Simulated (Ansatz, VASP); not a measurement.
Given: the input of a run of VASP 6.6.1 on GaSb.

Contents of INCAR:

```
SYSTEM = GaSb
  PREC = Accurate
  ENCUT = 600
  EDIFF = 1E-6
  ISMEAR = -1
  SIGMA = 0.05
  LREAL = .FALSE.
  LASPH = .TRUE.
  NELM = 80
  ALGO = Normal
  ISIF = 3
  LWAVE = .FALSE.
  LCHARG = .FALSE.
  GGA = PS
  IBRION = 2
  NSW = 80
  EDIFFG = -0.005
```

Contents of KPOINTS:

```
Automatic mesh
0
G
  8 8 8
  0 0 0
```

POSCAR

```
GaSb
1.0
    0.0000000000      3.0590000000      3.0590000000
    3.0590000000      0.0000000000      3.0590000000
    3.0590000000      3.0590000000      0.0000000000
Sb Ga
1 1
Direct
    0.7500000000      0.7500000000      0.7500000000
    0.0000000000      0.0000000000      0.0000000000
```

Potentials or basis: VASP PAW PBE potentials, release 64 (Sb, Ga_d).

Command:

```bash
$ cat potpaw_PBE.64/Sb/POTCAR potpaw_PBE.64/Ga_d/POTCAR > POTCAR
$ mpirun -np 1 vasp_std > vasp.out
```

Problem. Set up the same calculation for Ansatz 0.2.0. Potentials there: all-electron LAPW, scalar-relativistic.

Solution. As run (the cutoff follows the program's own potentials):

Contents of input.yaml:

```yaml
crystal:
  lattice:
    - [0.0, 3.059, 3.059]
    - [3.059, 0.0, 3.059]
    - [3.059, 3.059, 0.0]
  atoms:
    - { symbol: Sb, position: [0.75, 0.75, 0.75] }
    - { symbol: Ga, position: [0.0, 0.0, 0.0] }
kpoints:
  mp_grid: { grid: [8, 8, 8] }
scf:
  occupations: { method: fermi_dirac, width: 0.05 }
hamiltonian:
  xc: pbesol
  pseudopotentials: { kind: all_electron, lapw: { basis_error: 0.001 } }
output:
  forces: true
  stress: true
relax:
  f_tol: 0.005
  max_steps: 60
  cell: {}
```

Potentials or basis: all-electron LAPW, scalar-relativistic.

Run with:

```sh
$ ansatz run input.yaml --threads 1 --pin off --max-ram 3072MiB --backend cpu --events-out ev --progress --plain --runs-dir out
```

Both were run:

|  | VASP | Ansatz | Ansatz less VASP |
| --- | --- | --- | --- |
| relaxed volume (Å³/atom) | 28.58 | 28.52 | -0.063 |
| relaxed cell length with the largest relative difference (Å) | 4.324 | 4.321 | -0.0032 |

Ansatz ran all-electron here, so the differences hold the error of VASP's frozen core and of both bases.

Caveats: the PAW data sets were made with another functional, which shifts forces and pressure a little (VASP). The runs have no spin-orbit coupling, so splittings on Sb are missing.
